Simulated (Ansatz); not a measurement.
SiC in the wurtzite structure, relaxed with r2SCAN: it is hexagonal, P6_3mc (No. 186); a = 3.075 Å, c = 5.048 Å in the conventional setting, 10.34 Å³ an atom. Si is surrounded by 4 C at 1.88–1.90 Å; C is surrounded by 4 Si at 1.88–1.90 Å. One-shot G0W0@PBE in the plane-wave code Ansatz on a 6×6×4 mesh (contour deformation, no spin-orbit coupling), from a PBE gap of 2.274 eV over the mesh points (the G0W0 gap is indirect on the mesh); the number N of bands summed and the screening cutoff rise together. No spin polarisation and no zero-point or thermal motion.

| N | cutoff (eV) | 1000/N | G0W0 gap (eV) |
| --- | --- | --- | --- |
| 75 | 80 | 13.333 | 2.820 |
| 163 | 140 | 6.135 | 3.046 |

Lay a straight line in 1000/N through these rows.
The slope is -0.0314 eV per unit of 1000/N and the intercept 3.239 eV.

Predict the gap at N = 293 (210 eV).
3.239 + (-0.0314) × 3.413 = 3.132 eV; the run gives 3.165 eV, +0.033 eV from the line.

With that run's result added, what limit do the last two rows suggest?
Their slope is (3.165 − 3.046)/(3.413 − 6.135) = -0.0437, which meets 1/N = 0 at 3.31 eV, against 3.239 eV from the first line. The slope steepens, so 1/N isn't yet asymptotic and the true limit probably lies higher still; the k mesh isn't extrapolated.
